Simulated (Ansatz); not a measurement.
**ZrN (ZrN (100), 3 layers): how the settings move a single-point run**

How sensitive is a single-point run of ZrN (ZrN (100), 3 layers) to its settings? A reference run comes first, then one run with altered input.

Program: Ansatz 0.2.0. Level of theory: reference: DFT, PBE, all-electron LAPW, scalar-relativistic. These are calculated values, not measurements.

### 1 The structure to begin with

The structure is tetragonal, space group P4/mmm (No. 123). Conventional cell: a = 3.249 Å, b = 3.249 Å, c = 20.595 Å, α = 90.00°, β = 90.00°, γ = 90.00°. Around Zr (site symmetry 4mm) lie 5 N at 2.30 Å. N (site symmetry 4mm) is surrounded by 5 Zr at 2.30 Å. Zr (site symmetry 4/mmm) is surrounded by 6 N at 2.30 Å. Around N (site symmetry 4/mmm) lie 6 Zr at 2.30 Å.

Coordinates:

```
Zr N
1.0
     3.24895    0.00000    0.00000
     0.00000    3.24895    0.00000
     0.00000    0.00000   20.59470
Zr N
3 3
Cartesian
  0.8122 0.8122 8.0000
  2.4367 2.4367 10.2973
  0.8122 0.8122 12.5947
  2.4367 2.4367 8.0000
  0.8122 0.8122 10.2973
  2.4367 2.4367 12.5947
```

### 2 Baseline

Input file input.yaml:

```yaml
crystal:
  lattice:
    - [3.2489502559, 0.0, 0.0]
    - [0.0, 3.2489502559, 0.0]
    - [0.0, 0.0, 20.5947]
  atoms:
    - { symbol: Zr, position: [0.25, 0.25, 0.3884492244] }
    - { symbol: "N", position: [0.75, 0.75, 0.3884492244] }
    - { symbol: Zr, position: [0.75, 0.75, 0.5] }
    - { symbol: "N", position: [0.25, 0.25, 0.5] }
    - { symbol: Zr, position: [0.25, 0.25, 0.6115507756] }
    - { symbol: "N", position: [0.75, 0.75, 0.6115507756] }
kpoints:
  mp_grid: { grid: [10, 10, 1] }
scf:
  occupations: { method: fermi_dirac, width: 0.05 }
hamiltonian:
  xc: pbe
  pseudopotentials: { kind: all_electron, lapw: { basis_error: 0.001 } }
output:
  forces: true
  stress: true
  eigenvalues: true
  populations: true
  dos: { projected: true, de: 0.2, e_range: [-14, 8] }
efield:
  axis: 3
  amplitude: 0
  dipole_correction: true
```

Command:

```sh
ansatz run input.yaml --threads 2 --pin off --max-ram 4096MiB --backend cpu --events-out ev --progress --plain --runs-dir out
```

### 3 Changed: hubbard.sites [{species: Zr, l: d, u_eff: 3.0}], hubbard.double_counting fll

Edit input.yaml of step 2 so:

```diff
@@ -19,2 +19,3 @@
   pseudopotentials: { kind: all_electron, lapw: { basis_error: 0.001 } }
+  hubbard: { sites: [{ species: Zr, l: d, u_eff: 3.0 }], double_counting: fll }
 output:
@@ -24,3 +25,2 @@
   populations: true
-  dos: { projected: true, de: 0.2, e_range: [-14, 8] }
 efield:
```

Before running it: what results should come out? Wanted: for each run, ending; energy change; gap; force.

The runs gave:

```tsv
run	ending	energy change	gap (eV)	force (eV/Å)	cycles	time
reference	converged	0	0.00	1.42	13	50 s
1: hubbard.sites [{species: Zr, l: d, u_eff: 3.0}], hubbard.double_counting fll	converged	+1.49 eV/atom (U changed: no physical gain or loss)	0.00	1.04	13	51 s
```

Times don't compare one to one where runs were asked for different outputs or read a saved state (see the inputs); cycles may leave out searches for a lower state.

Residual by cycle in the longest SCF loop of each run; runs are numbered as in the table. The quantity is the density residual dr2, in eV.

```tsv
cycle	reference	run 1
1	26.1	29.1
2	320	315
3	5.96	6.59
4	0.623	0.427
5	0.272	0.173
6	0.131	0.0896
8	9.6e-4	0.00738
9	0.0146	0.00694
10	1.5e-4	0.00158
11	7.7e-6	9.0e-5
12	3.5e-7	5.8e-7
13	1.9e-8	6.7e-8
```

**Reading.** Changing the Hubbard U moves the energy by +1.49 eV/atom, and the largest force goes from 1.42 to 1.04 eV/Å. The U term adds an energy of its own, so the shift says nothing about which run is better. A changed U is a change of model: its shifts are not errors of convergence.
